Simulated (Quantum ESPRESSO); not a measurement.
## In under changes of volume

One of the cells (26.144 Å³/atom); the others are scaled copies at fixed shape and fractional positions:

```
In
1.0
    -1.62547    1.62547    2.47370
     1.62547   -1.62547    2.47370
     1.62547    1.62547   -2.47370
In
1
Direct
  0.00000 0.00000 0.00000
```

| Item | Value |
| --- | --- |
| Program | Quantum ESPRESSO 7.5 |
| Functional | r2SCAN |
| Potentials or basis | SG15 PBE 1.2 |
| Cutoff | 952 eV |
| Density cutoff | 3810 eV |
| k mesh | 8 × 8 × 8 |
| Occupations | fermi-dirac, width 0.05 eV |
| Spin | no spin polarisation |

```tsv
volume (Å³/atom)	energy over the lowest point (meV/atom)	pressure (GPa)
24.575	6.62	1.9
25.098	1.87	0.9
25.621	0.00	0.1
26.144	0.54	-0.7
26.666	3.28	-1.3
27.189	?	?
27.712	14.90	-2.5
```

Q: What does the run at 27.189 Å³/atom give?

A: Energy over the lowest point 8.12 meV/atom; pressure -2.0 GPa.

Worked out: A Birch-Murnaghan fit of order 3 (a polynomial in V^(-2/3)) to the other rows has its minimum at 25.76 Å³/atom with B0 = V·E''(V) = 37 GPa and B' = 3.7 at fixed shape and positions, which overstates the stiffness. It gives 8.17 meV/atom at 27.189 Å³/atom, against the run's 8.12, and -dE/dV = -1.8 GPa, against -2.0.

Energies are extrapolated to zero smearing.

Caveats: the potentials were made for another functional, which shifts forces and pressure.
